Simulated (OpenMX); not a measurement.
Crystal: Nb.

```
Nb
1.0
    -1.66395    1.66395    1.66395
     1.66395   -1.66395    1.66395
     1.66395    1.66395   -1.66395
Nb
1
Direct
  0.00000 0.00000 0.00000
```

Base run:

* Program: OpenMX 3.8.5
* Functional: PBE
* Dispersion: D3(BJ)
* Potentials or basis: OpenMX 2013 PBE set, Nb7.0-s3p2d2, grid cutoff 400 Ry
* k mesh: 9 × 9 × 9
* Occupations: fermi-dirac, width 0.05 eV
* Spin: no spin polarisation

Its results: band gap on the k mesh none (metal or under the smearing width); pressure -7.0 GPa.

Question: After a change of settings the same cell gave: band gap on the k mesh none (metal or under the smearing width); pressure -0.5 GPa. Which change was it?
A. dispersion from D3(BJ) to D4
B. dispersion from D3(BJ) to D3
C. dispersion from D3(BJ) to none

Answer: C.

Dispersion adds attraction, which lowers the pressure at fixed volume and, as a term added to the energy, leaves the levels alone.

Caveats: the basis of atomic orbitals isn't converged, which shifts pressures, moduli and gaps; pairwise dispersion overbinds metals, which lowers pressure and volume (some runs).
